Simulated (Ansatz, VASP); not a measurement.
# C in VASP and in Ansatz

```
CELL_PARAMETERS angstrom
0.00000 1.80783 1.73552
1.80783 0.00000 1.73552
1.80783 1.80783 0.00000
ATOMIC_POSITIONS crystal
C 0.50000 0.50000 0.50000
C 0.75000 0.75000 0.75000
```

Alike in both runs: task single point; functional PBEsol; k mesh 12 × 12 × 12; occupations gaussian, width 0.05 eV; no spin polarisation.

|  | VASP | Ansatz |
| --- | --- | --- |
| version | VASP 6.6.1 | Ansatz 0.2.0 |
| potentials or method | VASP PAW PBE potentials, release 64 (C) | scalar-relativistic, plane waves, PAW |
| plane-wave cutoff (eV) | 520 | 420 |
| valence electrons in the cell | 8 | 8 |

|  | VASP | Ansatz | Ansatz less VASP |
| --- | --- | --- | --- |
| gap on the k mesh at the Fermi level (eV) | 3.02 | 3.02 | +0.004 |
| least direct gap on the mesh (eV) | 4.83 | 4.83 | +0.001 |
| pressure (GPa) | -3.8 | -4.8 | -1.05 |
| largest component of the traceless stress (GPa) | 23.94 | 23.97 | +0.027 |

Caveats: the PAW data sets were made with another functional, which shifts forces and pressure a little (VASP).
